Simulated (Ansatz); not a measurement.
Input of an Ansatz 0.2.0 run:

Contents of input.yaml:

```yaml
crystal:
  lattice:
    - [-4.47204052, 4.47204052, 2.61177035]
    - [4.47204052, -4.47204052, 2.61177035]
    - [4.47204052, 4.47204052, -2.61177035]
  atoms:
    - { symbol: Si, position: [0.82311142, 0.82311142, 0.64622284] }
    - { symbol: Si, position: [0.17688858, 0.82311142, 0.0] }
    - { symbol: Si, position: [0.82311142, 0.17688858, 0.0] }
    - { symbol: Si, position: [0.17688858, 0.17688858, 0.35377716] }
    - { symbol: O, position: [0.0, 0.79145134, 0.79145134] }
    - { symbol: O, position: [0.20854866, 0.0, 0.20854866] }
    - { symbol: O, position: [0.79145134, 0.0, 0.79145134] }
    - { symbol: O, position: [0.0, 0.20854866, 0.20854866] }
    - { symbol: O, position: [0.0, 0.0, 0.5] }
    - { symbol: O, position: [0.5, 0.0, 0.0] }
    - { symbol: O, position: [0.0, 0.5, 0.0] }
    - { symbol: O, position: [0.5, 0.5, 0.5] }
hamiltonian:
  xc: pbesol
  pseudopotentials: { kind: paw }
kpoints:
  mp_grid: { grid: [6, 6, 6] }
  band_path:
    path:
      - [[0.0, 0.0, 0.0], [0.0, 0.0, 0.5], [-0.5, 0.5, 0.5], [0.0, 0.0, 0.0], [0.3352704438, 0.3352704438, -0.3352704438], [0.25, 0.25, 0.25], [0.0, 0.5, 0.0], [-0.3352704438, 0.6647295562, 0.3352704438], [-0.5, 0.5, 0.5]]
      - [[0.0, 0.0, 0.5], [0.25, 0.25, 0.25]]
    npoints: 10
scf:
  occupations: { method: fermi_dirac, width: 0.05 }
  n_extra_bands: 30
output:
  forces: true
  stress: true
  eigenvalues: true
  fatbands: true
```

Potentials or basis: Ansatz PAW.

Command:

```console
$ ansatz run input.yaml --threads 4 --pin off --max-ram 11264MiB --backend cpu --events-out ev --progress --plain --runs-dir out
```

(1) Estimate the largest force.

(2) What does it give for the pressure?

(3) Predict the band gap on the k mesh.

(4) What does it give for the band gap along the path?

## Answers

(1) 0.136 eV/Å.

(2) 1.8 GPa.

(3) 5.53 eV, indirect (least direct gap 5.54 eV).

(4) 5.53 eV, indirect (least direct gap 5.54 eV).

Caveat: the pressure holds a Pulay correction of +0.5 GPa for the finite cutoff; the PAW data sets come from PBE, with cores solved anew for the run's functional, which leaves a small shift of forces and pressure.
